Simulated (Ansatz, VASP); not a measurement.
**One calculation of MgO (Periclase), two programs**

```xyz
2
Lattice="0.0000 2.0593 2.0593 2.0593 0.0000 2.0593 2.0593 2.0593 0.0000" Properties=species:S:1:pos:R:3 pbc="T T T"
Mg    0.0000    0.0000    0.0000
O     2.0593    2.0593    2.0593
```

Alike in both runs: task single point; functional r2SCAN; k mesh 10 × 10 × 10; occupations gaussian, width 0.02 eV; no spin polarisation.

|  | VASP | Ansatz |
| --- | --- | --- |
| version | VASP 6.6.1 | Ansatz 0.2.0 |
| potentials or method | VASP PAW PBE potentials, release 64 (Mg, O) | scalar-relativistic, plane waves, PAW |
| plane-wave cutoff (eV) | 520 | 500 |
| valence electrons in the cell | 8 | 16 |

VASP gave:

- gap on the k mesh at the Fermi level (eV): 6.32
- least direct gap on the mesh (eV): 6.32
- pressure (GPa): 10.6

Question: Which values does Ansatz return?

Answer: gap on the k mesh at the Fermi level (eV): 6.34; least direct gap on the mesh (eV): 6.34; pressure (GPa): 11.7.

The two sets of potentials don't hold the same shells in valence.

Caveats: the PAW data sets were made with another functional, which shifts forces and pressure a little (VASP). r2SCAN opens gaps a little over a GGA but as a rule still falls short of measured ones.
